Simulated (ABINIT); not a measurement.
Runs of ABINIT 10.8.3 (patched build) on NaI. Symmetry: Fm-3m, No. 225, cubic system. The conventional cell has a = 6.473 Å, b = 6.473 Å, c = 6.473 Å, α = 90.00°, β = 90.00°, γ = 90.00°. I (site symmetry m-3m) is surrounded by 6 Na at 3.24 Å. Around Na (site symmetry m-3m) lie 6 I at 3.24 Å. 

| potentials or basis | cutoff (eV) | fine-grid cutoff | gap on the mesh (eV) | pressure (GPa) |
| --- | --- | --- | --- | --- |
| SG15 NC PBE v1.2 | 1306 | - | (a) | -0.2 |
| Ansatz PAW PBE default generated set, frozen core | 490 | 979.61 eV | 4.43 | -0.1 |
| JTH PAW PBE v2.0 | 1306 | 1959.22 eV | 4.42 | (b) |
| PseudoDojo NC SR PBE v0.4.1 standard | 1442 | - | 4.28 | -0.2 |

Alike in all rows: task band structure; level r2SCAN; no spin polarisation; cell as given; k mesh 7 × 7 × 7; smearing fermi-dirac 0.05 eV.

Estimate the missing entries.

(a) 4.41; (b) 0.0.

Caveats: spin-orbit coupling is left out, which moves the levels of the heavy elements; the potentials were made for another functional, which shifts forces and pressure (some runs); the PAW data sets were made with another functional, which shifts forces and pressure a little (some runs); a meta-GGA on potentials with a model core is unreliable (some runs).

A k mesh can miss the band edges, and the runs leave out spin-orbit coupling on I.

The runs don't all hold the same shells in valence.
